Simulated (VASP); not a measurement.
Input of a VASP 6.6.1 run:

File INCAR:

```
PREC = Accurate ; ENCUT = 520
EDIFF = 1E-7 ; ISMEAR = -1
SIGMA = 0.05 ; LREAL = F
LASPH = T ; NELM = 100
ALGO = Normal ; ISIF = 2
LWAVE = F ; LCHARG = T
GGA = PS ; LELF = T
LVHAR = T ; NBANDS = 12
```

KPOINTS

```
regular mesh
0
Gamma
  11 11 11
```

POSCAR

```
Ag
1.0
   -1.6674370000      1.7096740000      1.6780030000
    1.6448450000     -1.6624760000      1.6082140000
    1.6497410000      1.6447800000     -1.6308050000
Ag
1
Direct
    0.0003600000     -0.0166410000     -0.0026680000
```

Potentials or basis: VASP PAW PBE potentials, release 64 (Ag).

Command:

```sh
$ cat potpaw_PBE.64/Ag/POTCAR > POTCAR
$ mpirun -np 1 vasp_std > vasp.out
```

**Question.** Estimate the band gap on the k mesh.

**Answer.** None (metal or under the smearing width).

**Question.** Estimate the pressure.

**Answer.** -7.4 GPa.

Stress tensor (GPa, compression positive):
```
-7.41  0.47  0.58
 0.47 -7.11 -1.40
 0.58 -1.40 -7.54
```

Caveat: the PAW data sets were made with another functional, which shifts forces and pressure a little.
